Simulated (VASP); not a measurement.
Wanted: the native input for a VASP 6.6.1 run.

```yaml
Task: single point
Functional: PBE
Potentials_or_basis: VASP PAW PBE potentials, release 64 (Ca_sv)
Cutoff: 520 eV
k_mesh: 16 × 16 × 16
Occupations: gaussian, width 0.15 eV
Spin: no spin polarisation
Dipole_correction: no
Further_INCAR_settings: ALGO = Fast; EDIFF = 1e-07; NBANDS = 11
```

The structure of Ca lies in POSCAR:

```
Ca
1.0
   -2.3154651488      2.3154651488      2.1412119398
    2.3154651488     -2.3154651488      2.1412119398
    2.3154651488      2.3154651488     -2.1412119398
Ca
1
Direct
    0.5000000000      0.5000000000      0.0000000000
```

This isn't the form of Ca at room conditions, which is fcc.

The cell isn't the ideal one: strain +0.050 along x and y, -0.025 along z, atoms carried along.

The input as run:

INCAR

```
SYSTEM = Ca
PREC     = Accurate       ! precision mode
ENCUT    = 520            ! plane-wave cutoff, eV
EDIFF    = 1E-7           ! SCF threshold, eV
ISMEAR   = 0              ! smearing method
SIGMA    = 0.15           ! smearing width, eV
LREAL    = .False.        ! projectors in reciprocal space
LASPH    = .True.         ! aspherical terms in the spheres
NELM     = 60             ! most SCF steps
ALGO     = Fast           ! electronic algorithm
ISIF     = 2              ! what is computed and relaxed
LWAVE    = .False.        ! write WAVECAR
LCHARG   = .False.        ! write CHGCAR
GGA      = PE             ! functional
NBANDS   = 11             ! bands
```

KPOINTS

```
Automatic mesh
0
Gamma
  16 16 16
  0 0 0
```

Potentials or basis: VASP PAW PBE potentials, release 64 (Ca_sv).

Run with:

```bash
$ cat potpaw_PBE.64/Ca_sv/POTCAR > POTCAR
$ mpirun -np 1 vasp_std > vasp.out
```

Results of the run:

* Pressure: -1.3 GPa
* Band gap on the k mesh: none (metal or under the smearing width)

Wall time 6.2 min on 1 thread of AMD EPYC 7571 (shared host), peak memory 0.27 GiB.
